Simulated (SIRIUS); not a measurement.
Ce:

```
Ce
1.0
    -1.94330    1.94330    1.94330
     1.94330   -1.94330    1.94330
     1.94330    1.94330   -1.94330
Ce
1
Cartesian
  0.0000 0.0000 0.0000
```

This isn't the form of Ce at room conditions, which is fcc.

* Program: SIRIUS 7.12.0
* Task: single point
* Functional: PBE
* Potentials or basis: all-electron FP-LAPW
* Cutoff: 168 eV
* Basis: apw+lo standard
* k mesh: 10 × 10 × 10
* Occupations: fermi-dirac, width 0.05 eV
* Spin: collinear spin, ferromagnetic start
* Starting moments: [1.0] μB

On this cell: net moment 0.94 μB per cell; site moments Ce +0.72 μB; band gap on the k mesh none (metal or under the smearing width).

The same run follows on a disturbed copy (cell strained at random):

```xyz
1
Lattice="-1.9296 1.9884 1.9475 1.9109 -2.0060 1.9464 1.8962 1.9725 -1.9651" Properties=species:S:1:pos:R:3 pbc="T T T"
Ce    0.0058   -0.0056    0.0546
```

Task: What changes?

Result: The energy (extrapolated to zero smearing) moves by -7.2 meV/atom; net moment 0.89 μB per cell; site moments Ce +0.69 μB; band gap on the k mesh none (metal or under the smearing width).

The energy falls, though the first cell shows no forces: that form is unstable against this distortion, unless noise or another electronic state is at work.

Caveats: the magnetic or orbital state may not be the lowest; spin-orbit coupling is left out, which moves the levels of the heavy elements.
